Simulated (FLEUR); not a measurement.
# free-standing square Cr monolayer, spacing 2.867 A: parallel and opposed starts

Aim: find out whether free-standing square Cr monolayer, spacing 2.867 A carries moments, and which collinear order costs least.

Program: FLEUR MaX-R8.1. Level of theory: PBEsol; all-electron FLAPW film, Dirac cores, scalar-relativistic bands. Results are calculated unless marked as measured.

### Step 1. The starting structure

The cell holds 1 atom: 1 Cr. Cell: a = 2.867 Å, b = 2.867 Å, c = 14.000 Å, α = 90.0°, β = 90.0°, γ = 90.0°. Model lattice. Vacuum lies along c.

### Step 2. Run 1 (ferro +)

The parallel start comes first: it shows whether parallel moments hold.

inpgen writes inp.xml from crystal.txt; cutoffs, mixing, functional, smearing and local orbitals are then set in the file. The k list default-1 (kpts.xml, not shown) is a Γ-centred 10×10×1 mesh; where the ranks do not divide the number of points, some are split in two of half the weight.

The input, inp.xml:

```
<?xml version="1.0" encoding="UTF-8" standalone="no"?>
<fleurInput fleurInputVersion="0.39">
   <comment>
      Cr
   </comment>
   <calculationSetup>
      <cutoffs Kmax="3.6" Gmax="10.8" GmaxXC="10.8" numbands="0"/>
      <scfLoop itmax="120" minDistance="0.00002" maxIterBroyd="15" imix="Anderson" alpha="0.03" precondParam="0.0" spinf="2.0" sdNocoIR="T"/>
      <coreElectrons ctail="T" frcor="F" kcrel="0" coretail_lmax="0"/>
      <xcFunctional name="PBEs" relativisticCorrections="F"/>
      <magnetism jspins="2"/>
      <soc l_soc="F" theta="0.0" phi="0.0" spav="F"/>
      <expertModes spex="0" secvar="F"/>
      <geometryOptimization l_f="F" forcealpha="1.0" forcemix="BFGS" epsdisp="0.00001" epsforce="0.00001"/>
      <ldaU l_linMix="F" mixParam="0.05" spinf="1.0"/>
   </calculationSetup>
   <cell>
      <bzIntegration valenceElectrons="14.0" mode="hist" fermiSmearingEnergy="0.00183747">
         <kPointListSelection listName="default-1"/>
         <xi:include xmlns:xi="http://www.w3.org/2001/XInclude" href="kpts.xml"> </xi:include>
      </bzIntegration>
      <xi:include xmlns:xi="http://www.w3.org/2001/XInclude" href="sym.xml"> </xi:include>
      <filmLattice scale="1.0" dVac="5.94" dTilda="8.44">
         <bravaisMatrixFilm>
            <row-1>    5.4178447992281997     0.0000000000000000</row-1>
            <row-2>    0.0000000000000000     5.4178447992281997</row-2>
         </bravaisMatrixFilm>
         <vacuumEnergyParameters vacuum="1" spinUp="-.25" spinDown="-.25"/>
      </filmLattice>
   </cell>
   <atomSpecies>
      <species name="Chromium (2.500" element="Cr" atomicNumber="24">
         <mtSphere radius="2.57" gridPoints="849" logIncrement="0.014"/>
         <atomicCutoffs lmax="10" lnonsphr="8"/>
         <electronConfig flipSpins="F">
            <coreConfig>(1s1/2) (2s1/2) (2p1/2) (2p3/2)</coreConfig>
            <valenceConfig>(3s1/2) (3p1/2) (3p3/2) (4s1/2) (3d3/2) (3d5/2)</valenceConfig>
            <stateOccupation state="(4s1/2)" spinUp="0.5" spinDown="0.5"/>
            <stateOccupation state="(3d3/2)" spinUp="1.0" spinDown="1.0"/>
            <stateOccupation state="(3d5/2)" spinUp="2.75" spinDown="0.25"/>
         </electronConfig>
         <energyParameters s="4" p="4" d="3" f="4"/>
         <lo type="SCLO" l="0" n="3" eDeriv="0"/>
         <lo type="SCLO" l="1" n="3" eDeriv="0"/>
      </species>
   </atomSpecies>
   <atomGroups>
      <atomGroup species="Chromium (2.500">
         <filmPos label="                   1">.0000000000 .0000000000 .0000000000</filmPos>
         <force calculate="T" relaxXYZ="TTT"/>
      </atomGroup>
   </atomGroups>
   <output dos="F" band="F" slice="F">
      <bandDOS minEnergy="-.5*Htr" maxEnergy="0.5*Htr" sigma="0.015" storeEVData="T"/>
      <plotting iplot="0" polar="F">
         <plot TwoD="T" vec1="  1.0  0.0  0.0" vec2="  0.0  1.0  0.0" vec3="  0.0  0.0  1.0" zero="  0.0  0.0 -0.5" file="plot"/>
      </plotting>
      <moessbauerParams electricFieldGradient="F" isomerShift="F" coreHyperfine="F" valenceHyperfine="F"/>
   </output>
</fleurInput>
```

The input, crystal.txt:

```
Cr
&input film=T cartesian=F /
2.86700000000  0.00000000000  0.00000000000
0.00000000000  2.86700000000  0.00000000000
0.00000000000  0.00000000000  1.00000000000
1.8897261246
1.0 1.0 1.0

1
24 0.00000000000  0.00000000000  0.00000000000 : 2.500

&kpt div1=10 div2=10 div3=1 gamma=T /
```

Run with:

```sh
$ OMP_NUM_THREADS=1 inpgen -f crystal.txt > inpgen.log  # inp.xml is then edited as shown
$ OMP_NUM_THREADS=1 mpirun -n 4 fleur_MPI > fleur.log
```

The program printed:

```text
Welcome to FLEUR        (www.flapw.de)
      MaX-Release 8.1          (www.max-centre.eu)

 ========== k-point set info ==========
 Selected k-point list: default-1
 k-point list type: mesh
 0 x 0 x 0
 Number of k points: 24

 ------------Calculation Setup---------------------------
 Number of MPI-tasks      :            4
 Number of PE/node        :            4
 Number of OMP-threads    :            1
 k-points in parallel     :            4
 pe's per k-point         :            1
 No of k-point loops      :            6
 Eigenvalue solver        :       lapack
 Number of basis functions:          210
 Approximate size of matrices (H+S) per k-point:         0.001 GB
 --------------------------------------------------------
 Iteration:     1   Distance:      20.96589421 me/bohr^3
 Iteration:     2   Distance:      16.50692494 me/bohr^3
 Iteration:     3   Distance:      15.49160662 me/bohr^3
 Iteration:     4   Distance:      17.23104060 me/bohr^3
 Iteration:     5   Distance:      10.89263681 me/bohr^3
 Iteration:     6   Distance:       7.16631473 me/bohr^3
 Iteration:     7   Distance:       7.86512638 me/bohr^3
 Iteration:     8   Distance:       9.13273757 me/bohr^3
 Iteration:     9   Distance:       3.97219803 me/bohr^3
 Iteration:    10   Distance:       4.50962233 me/bohr^3
 Iteration:    11   Distance:       4.38385621 me/bohr^3
 Iteration:    12   Distance:       1.87011495 me/bohr^3
 Iteration:    13   Distance:       3.35428893 me/bohr^3
 Iteration:    14   Distance:       1.08145885 me/bohr^3
 Iteration:    15   Distance:       1.37386322 me/bohr^3
 Iteration:    16   Distance:       1.34061416 me/bohr^3
 Iteration:    17   Distance:       0.29030934 me/bohr^3
 Iteration:    18   Distance:       0.48010881 me/bohr^3
 Iteration:    19   Distance:       0.36410392 me/bohr^3
 Iteration:    20   Distance:       0.10163386 me/bohr^3
 Iteration:    21   Distance:       0.10001039 me/bohr^3
 Iteration:    22   Distance:       0.01142139 me/bohr^3
 Iteration:    23   Distance:       0.01332069 me/bohr^3
 Iteration:    24   Distance:       0.00196733 me/bohr^3
 Iteration:    25   Distance:       0.00100459 me/bohr^3
 Iteration:    26   Distance:       0.00028504 me/bohr^3
 Iteration:    27   Distance:       0.00020949 me/bohr^3
 Iteration:    28   Distance:       0.00001855 me/bohr^3

 ********************************************************************
 Run finished successfully
 Stop message:
   all done
 ********************************************************************

--- out.xml (last complete iteration) ---
<iteration numberForCurrentRun="   28" overallNumber="   28">
         <energyParameters units="Htr">
            <atomicEP atomType="1" spin="1" branch="4s" branchLowest="-2.79" branchHighest="1.00" value="-0.2389387586"/>
            <atomicEP atomType="1" spin="1" branch="4p" branchLowest="-1.74" branchHighest="1.49" value="-0.1073064711"/>
            <atomicEP atomType="1" spin="1" branch="3d" branchLowest="-9.99" branchHighest="-0.08" value="-0.1917138286"/>
            <atomicEP atomType="1" spin="1" branch="4f" branchLowest="-9.99" branchHighest="2.34" value="0.2008713643"/>
            <loAtomicEP atomType="1" spin="1" branch="3s" branchLowest="-24.53" branchHighest="-2.79" value="-2.7997740468"/>
            <loAtomicEP atomType="1" spin="1" branch="3p" branchLowest="-20.62" branchHighest="-1.74" value="-1.7532910164"/>
            <vacuumEP vacuum="1" spin="1" vzIR="-0.2423946995" vzInf="0.0000000000" value="-0.2500000000"/>
            <atomicEP atomType="1" spin="2" branch="4s" branchLowest="-2.64" branchHighest="1.13" value="-0.1441116836"/>
            <atomicEP atomType="1" spin="2" branch="4p" branchLowest="-1.59" branchHighest="1.62" value="-0.0165224226"/>
            <atomicEP atomType="1" spin="2" branch="3d" branchLowest="-9.99" branchHighest="0.08" value="-0.0569611817"/>
            <atomicEP atomType="1" spin="2" branch="4f" branchLowest="-9.99" branchHighest="2.47" value="0.2881720831"/>
            <loAtomicEP atomType="1" spin="2" branch="3s" branchLowest="-24.47" branchHighest="-2.64" value="-2.6500608150"/>
            <loAtomicEP atomType="1" spin="2" branch="3p" branchLowest="-20.58" branchHighest="-1.59" value="-1.6049318000"/>
            <vacuumEP vacuum="1" spin="2" vzIR="-0.1928868683" vzInf="0.0000000000" value="-0.2500000000"/>
         </energyParameters>
         <bandgap value="0.0797013820" units="eV"/>
         <sumValenceSingleParticleEnergies value="-16.7154951597" units="Htr"/>
         <FermiEnergy value="-0.1505006856" units="Htr"/>
         <valenceDensity>
            <mtCharges spin="1">
               <mtCharge atomType="1" total="8.5333058" s="1.2368807" p="3.1167272" d="4.1719272" f="0.0059371"/>
            </mtCharges>
            <mtCharges spin="2">
               <mtCharge atomType="1" total="4.1968123" s="1.1405281" p="3.0211414" d="0.0346975" f="0.0003412"/>
            </mtCharges>
            <spinDependentCharge spin="1" total="9.5120011" interstitial="0.8241862" mtSpheres="8.5333058" vacuum1="0.0772546"/>
            <spinDependentCharge spin="2" total="4.4879990" interstitial="0.2512350" mtSpheres="4.1968123" vacuum1="0.0199759"/>
            <totalCharge value="14.0000001224"/>
         </valenceDensity>
         <coreStates atomType="     1" atomicNumber=" 24" spin="1" kinEnergy="    480.4489066083" eigValSum="   -302.2621185878" lostElectrons=" 0.000000">
            <state n="1" l="0" j="0.5" energy="-215.8515127737" weight="1.0000000000"/>
            <state n="2" l="0" j="0.5" energy="-24.5305030546" weight="1.0000000000"/>
            <state n="2" l="1" j="0.5" energy="-20.8378343423" weight="1.0000000000"/>
            <state n="2" l="1" j="1.5" energy="-20.5211342086" weight="2.0000000000"/>
         </coreStates>
         <coreStates atomType="     1" atomicNumber=" 24" spin="2" kinEnergy="    481.0702351560" eigValSum="   -302.0724110272" lostElectrons=" 0.000000">
            <state n="1" l="0" j="0.5" energy="-215.8514270029" weight="1.0000000000"/>
            <state n="2" l="0" j="0.5" energy="-24.4731347091" weight="1.0000000000"/>
            <state n="2" l="1" j="0.5" energy="-20.7944869941" weight="1.0000000000"/>
            <state n="2" l="1" j="1.5" energy="-20.4766811606" weight="2.0000000000"/>
         </coreStates>
         <allElectronCharges>
            <spinDependentCharge spin="1" total="14.5120011" interstitial="0.8241862" mtSpheres="13.5333058" vacuum1="0.0772546"/>
            <spinDependentCharge spin="2" total="9.4879990" interstitial="0.2512350" mtSpheres="9.1968123" vacuum1="0.0199759"/>
            <totalCharge value="24.0000001227"/>
         </allElectronCharges>
         <magneticMomentsInMTSpheres units="muBohr">
            <globalMagMoment atomType="1" vec="0.00000   0.00000   4.33649"/>
            <localMagMoment atomType="1" vec="0.00000   0.00000   4.33649"/>
         </magneticMomentsInMTSpheres>
         <moessbauerParams unitsHFF="kG" unitsIS="e/bohr^3" unitsEFG="Htr/bohr^2">
         </moessbauerParams>
         <totalEnergy value="    -1049.7222664636" units="Htr">
            <sumOfEigenvalues value="     -621.0500247748">
               <coreElectrons value="-604.3345296150"/>
               <valenceElectrons value="-16.7154951597"/>
            </sumOfEigenvalues>
            <densityCoulombPotentialIntegral value="-1620.3187672645"/>
            <densityEffectivePotentialIntegral value="-1682.8342894443"/>
            <chargeDenXCDenIntegral value="-47.7588383935"/>
            <FockExchangeEnergyValence value="0.0000000000"/>
            <FockExchangeEnergyCore value="0.0000000000"/>
            <atomTypeDependentContributions atomType="1">
               <electronNucleiInteractionDifferentMTs value="1249.4415519136"/>
               <MadelungTerm value="-4.1467571938"/>
            </atomTypeDependentContributions>
            <tkbTimesEntropy value="0.0003125510"/>
            <freeEnergy value="-1049.7225790145"/>
            <extrapolationTo0K value="-1049.7224227390"/>
         </totalEnergy>
         <densityConvergence units="me/bohr^3">
            <chargeDensity spin="1" distance="0.0000169284"/>
            <chargeDensity spin="2" distance="0.0000073323"/>
            <overallChargeDensity distance="0.0000185465"/>
            <spinDensity distance="0.0000183492"/>
         </densityConvergence>
      </iteration>
```

Wall time 24 s (4 MPI ranks of Arm Neoverse V1, shared host); peak memory 0.23 GiB; 96 s of CPU time.

Numbers from this step:

```
free energy                                                       : -28564.4065 eV
program's band gap on this mesh (in a metal only a level spacing) : 0.07970 eV
magnetization                                                     : 5.024 μB
final state                                                       : ferromagnetic
largest moment                                                    : 4.336 μB
```

After 28 cycles the largest moment stands at 4.34 μB.

### Step 3. Start 2: antiferro q=(0,1/2,0) +-

Another pattern of signs weighs the neighbour shells otherwise.

The cell is doubled to 2 atoms to hold this order. The mesh is halved along the doubled vector, so that both cells sample the same points. The k list default-1 (kpts.xml, not shown) is a Γ-centred 10×5×1 mesh.

Changes to inp.xml since step 2:

```diff
@@ -17,3 +17,3 @@
    <cell>
-      <bzIntegration valenceElectrons="14.0" mode="hist" fermiSmearingEnergy="0.00183747">
+      <bzIntegration valenceElectrons="28.0" mode="hist" fermiSmearingEnergy="0.00183747">
          <kPointListSelection listName="default-1"/>
@@ -25,3 +25,3 @@
             <row-1>    5.4178447992281997     0.0000000000000000</row-1>
-            <row-2>    0.0000000000000000     5.4178447992281997</row-2>
+            <row-2>    0.0000000000000000    10.8356895984563995</row-2>
          </bravaisMatrixFilm>
@@ -45,2 +45,16 @@
       </species>
+      <species name="Chromium (-2.500" element="Cr" atomicNumber="24">
+         <mtSphere radius="2.57" gridPoints="849" logIncrement="0.014"/>
+         <atomicCutoffs lmax="10" lnonsphr="8"/>
+         <electronConfig flipSpins="F">
+            <coreConfig>(1s1/2) (2s1/2) (2p1/2) (2p3/2)</coreConfig>
+            <valenceConfig>(3s1/2) (3p1/2) (3p3/2) (4s1/2) (3d3/2) (3d5/2)</valenceConfig>
+            <stateOccupation state="(4s1/2)" spinUp="0.5" spinDown="0.5"/>
+            <stateOccupation state="(3d3/2)" spinUp="1.0" spinDown="1.0"/>
+            <stateOccupation state="(3d5/2)" spinUp="0.25" spinDown="2.75"/>
+         </electronConfig>
+         <energyParameters s="4" p="4" d="3" f="4"/>
+         <lo type="SCLO" l="0" n="3" eDeriv="0"/>
+         <lo type="SCLO" l="1" n="3" eDeriv="0"/>
+      </species>
    </atomSpecies>
@@ -49,2 +63,6 @@
          <filmPos label="                   1">.0000000000 .0000000000 .0000000000</filmPos>
+         <force calculate="T" relaxXYZ="TTT"/>
+      </atomGroup>
+      <atomGroup species="Chromium (-2.500">
+         <filmPos label="                   2">.0000000000 1.000/2.000 .0000000000</filmPos>
          <force calculate="T" relaxXYZ="TTT"/>
```

The input, crystal.txt:

```
Cr
&input film=T cartesian=F /
2.86700000000  0.00000000000  0.00000000000
0.00000000000  5.73400000000  0.00000000000
0.00000000000  0.00000000000  1.00000000000
1.8897261246
1.0 1.0 1.0

2
24 0.00000000000  0.00000000000  0.00000000000 : 2.500
24 0.00000000000  0.50000000000  0.00000000000 : -2.500

&kpt div1=10 div2=5 div3=1 gamma=T /
```

The program printed:

```text
[banner, memory and clock lines left out]
Welcome to FLEUR        (www.flapw.de)
      MaX-Release 8.1          (www.max-centre.eu)

 ========== k-point set info ==========
 Selected k-point list: default-1
 k-point list type: mesh
 0 x 0 x 0
 Number of k points: 20

 ------------Calculation Setup---------------------------
 Number of PE/node        :            4
 Number of OMP-threads    :            1
 k-points in parallel     :            4
 pe's per k-point         :            1
 No of k-point loops      :            5
 Eigenvalue solver        :       lapack
 Number of basis functions:          410
 Approximate size of matrices (H+S) per k-point:         0.003 GB
 Iteration:     1   Distance:      22.31515391 me/bohr^3
 Iteration:     2   Distance:      17.75320572 me/bohr^3
 Iteration:     3   Distance:      16.92062091 me/bohr^3
 Iteration:     4   Distance:      19.85167215 me/bohr^3
 Iteration:     5   Distance:       7.43371977 me/bohr^3
 Iteration:     6   Distance:       5.58984726 me/bohr^3
 Iteration:     7   Distance:       6.57440868 me/bohr^3
 Iteration:     8   Distance:       2.01551471 me/bohr^3
 Iteration:     9   Distance:       1.43407588 me/bohr^3
 Iteration:    10   Distance:       1.44038141 me/bohr^3
 Iteration:    11   Distance:       0.78190622 me/bohr^3
 Iteration:    12   Distance:       0.38078345 me/bohr^3
 Iteration:    13   Distance:       0.35513685 me/bohr^3
 Iteration:    14   Distance:       0.08521066 me/bohr^3
 Iteration:    15   Distance:       0.05461930 me/bohr^3
 Iteration:    16   Distance:       0.05016824 me/bohr^3
 Iteration:    17   Distance:       0.02113563 me/bohr^3
 Iteration:    18   Distance:       0.01554868 me/bohr^3
 Iteration:    19   Distance:       0.00400705 me/bohr^3
 Iteration:    20   Distance:       0.00395729 me/bohr^3
 Iteration:    21   Distance:       0.00088953 me/bohr^3
 Iteration:    22   Distance:       0.00015043 me/bohr^3
 Iteration:    23   Distance:       0.00009530 me/bohr^3
 Iteration:    24   Distance:       0.00002577 me/bohr^3
 Iteration:    25   Distance:       0.00002442 me/bohr^3
 Iteration:    26   Distance:       0.00000309 me/bohr^3

 ********************************************************************
 Run finished successfully
 Stop message:
   all done
 ********************************************************************

--- out.xml (last complete iteration) ---
<iteration numberForCurrentRun="   26" overallNumber="   26">
         [... left out ...]
         <bandgap value="0.0000000000" units="eV"/>
         <sumValenceSingleParticleEnergies value="-33.4737752006" units="Htr"/>
         <FermiEnergy value="-0.1562755901" units="Htr"/>
         <valenceDensity>
            <mtCharges spin="1">
               <mtCharge atomType="1" total="8.4484489" s="1.2462863" p="3.0923739" d="4.1058388" f="0.0029512"/>
               <mtCharge atomType="2" total="4.2680669" s="1.1174587" p="3.0406366" d="0.1063229" f="0.0027146"/>
            </mtCharges>
            <mtCharges spin="2">
               <mtCharge atomType="1" total="4.2680669" s="1.1174587" p="3.0406366" d="0.1063230" f="0.0027146"/>
               <mtCharge atomType="2" total="8.4484488" s="1.2462863" p="3.0923739" d="4.1058387" f="0.0029512"/>
            </mtCharges>
            <spinDependentCharge spin="1" total="14.0000002" interstitial="1.0947192" mtSpheres="12.7165157" vacuum1="0.0943826"/>
            <spinDependentCharge spin="2" total="14.0000001" interstitial="1.0947192" mtSpheres="12.7165156" vacuum1="0.0943826"/>
            <totalCharge value="28.0000002586"/>
         </valenceDensity>
         [... left out ...]
         <magneticMomentsInMTSpheres units="muBohr">
            <globalMagMoment atomType="1" vec="0.00000   0.00000   4.18038"/>
            <localMagMoment atomType="1" vec="0.00000   0.00000   4.18038"/>
            <globalMagMoment atomType="2" vec="0.00000   0.00000  -4.18038"/>
            <localMagMoment atomType="2" vec="0.00000   0.00000  -4.18038"/>
         </magneticMomentsInMTSpheres>
         [... left out ...]
         <totalEnergy value="    -2099.4667726876" units="Htr">
            <sumOfEigenvalues value="    -1242.2498890020">
               <coreElectrons value="-1208.7761138014"/>
               <valenceElectrons value="-33.4737752006"/>
            </sumOfEigenvalues>
            <densityCoulombPotentialIntegral value="-3240.6862003747"/>
            <densityEffectivePotentialIntegral value="-3365.6640005220"/>
            <chargeDenXCDenIntegral value="-95.4801931330"/>
            <FockExchangeEnergyValence value="0.0000000000"/>
            <FockExchangeEnergyCore value="0.0000000000"/>
         [... left out ...]
            <tkbTimesEntropy value="0.0006818428"/>
            <freeEnergy value="-2099.4674545305"/>
            <extrapolationTo0K value="-2099.4671136090"/>
         </totalEnergy>
         <densityConvergence units="me/bohr^3">
            <chargeDensity spin="1" distance="0.0000017079"/>
            <chargeDensity spin="2" distance="0.0000024103"/>
            <overallChargeDensity distance="0.0000028075"/>
            <spinDensity distance="0.0000030938"/>
         </densityConvergence>
      </iteration>
```

The job ended after 48 s (4 MPI ranks; peak memory 0.39 GiB; 3.2 min of CPU time).

Read from the output:

* free energy: -57129.4198 eV
* program's band gap on this mesh (in a metal only a level spacing): 0 eV
* magnetization: 0 μB
* final state: antiferromagnetic
* largest moment: 4.180 μB

It lies 303 meV a seeded atom under the first start, and its largest moment is 4.18 μB against 4.34 μB.

[end of part 1 of 2]

[Logs and program files are shortened in this print: banners, set-up blocks, solver, clock and traceback lines can be left out without a mark of their own.]

[Logs are printed without paths, hosts, clocks, repeated set-up lines and the standing remarks that a program may print on its own settings, such as how far it seeks lower states.]

[Hosts, paths, dates, database ids (printed as entryN), source tags and the programs' standing remarks are cut or masked in the printed files.]

[Where a cell is said to come from a database of computed structures, the database is the Materials Project.]
